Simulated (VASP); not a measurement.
Input of a VASP 6.6.1 run:

File INCAR:

```
ALGO = Normal
EDIFF = 1E-6
ENCUT = 520
ISIF = 2
ISMEAR = 0
KPAR = 4
LASPH = T
LCHARG = F
LMIXTAU = T
LREAL = F
LWAVE = F
METAGGA = R2SCAN
NELM = 150
PREC = Accurate
SIGMA = 0.03
```

KPOINTS

```
k-points
0
Gamma
  6 6 6
```

The input POSCAR:

```
Mg2ZnO3
1.0
    4.9361200000     -2.8509400000      0.0000000000
    4.9361200000      2.8509400000      0.0000000000
    0.0000000000      0.0000000000      5.2144700000
Mg Zn O
4 2 6
Direct
    0.8341610000      0.4988120000      0.4995100000
    0.4988120000      0.8341610000      0.9995100000
    0.1658390000      0.5011880000      0.9995100000
    0.5011880000      0.1658390000      0.4995100000
    0.1679180000      0.8320820000      0.4964930000
    0.8320820000      0.1679180000      0.9964930000
    0.5045570000      0.8324910000      0.3823090000
    0.1675090000      0.4954430000      0.3823090000
    0.8313330000      0.1686670000      0.3848060000
    0.8324910000      0.5045570000      0.8823090000
    0.4954430000      0.1675090000      0.8823090000
    0.1686670000      0.8313330000      0.8848060000
```

Potentials or basis: VASP PAW PBE potentials, release 64 (Mg, Zn, O).

Launch:

```sh
$ cat potpaw_PBE.64/Mg/POTCAR potpaw_PBE.64/Zn/POTCAR potpaw_PBE.64/O/POTCAR > POTCAR
$ mpirun -np 4 vasp_std > vasp.out
```

(1) Predict the band gap on the k mesh.

(2) Predict the largest force.

(3) Predict the pressure.

## Answers

(1) 3.05 eV, direct.

(2) 0.082 eV/Å.

(3) -4.5 GPa.

Caveat: the PAW data sets were made with another functional, which shifts forces and pressure a little.
